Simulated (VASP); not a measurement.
Crystal: GaAs.

```
As Ga
1.0
     0.00000    2.82685    2.82685
     2.82685    0.00000    2.82685
     2.82685    2.82685    0.00000
As Ga
1 1
Direct
  0.75000 0.75000 0.75000
  0.00000 0.00000 0.00000
```

* Program: VASP 6.6.1
* Task: relaxation of cell and atoms
* Functional: PBE
* Potentials or basis: VASP PAW PBE potentials, release 64 (As, Ga)
* Cutoff: 580 eV
* k mesh: 8 × 8 × 8
* Occupations: fermi-dirac, width 0.05 eV
* Spin: no spin polarisation

At the start: pressure 4.0 GPa; volume 22.59 Å³/atom.

Question: Where does the relaxation end?

Answer: Over 3 steps the energy falls by 15.7 meV/atom and the volume is 23.91 Å³/atom (+5.8 %); space group F-43m (No. 216, to 0.05 Å).

The path:
| step | energy change (eV) | largest force (eV/Å) | pressure (GPa) | volume (Å³) |
| --- | --- | --- | --- | --- |
| 1 | 0.0000 | 0.0000 | 4.03 | 45.18 |
| 2 | -0.0262 | 0.0000 | -1.38 | 49.00 |
| 3 | -0.0314 | 0.0000 | 0.02 | 47.82 |

Final structure:
```yaml
crystal:
  lattice:
    - [0.00000, 2.88092, 2.88092]
    - [2.88092, 0.00000, 2.88092]
    - [2.88092, 2.88092, 0.00000]
  atoms:
    - { symbol: As, position: [0.75000, 0.75000, 0.75000] }
    - { symbol: Ga, position: [0.00000, 0.00000, 0.00000] }
```
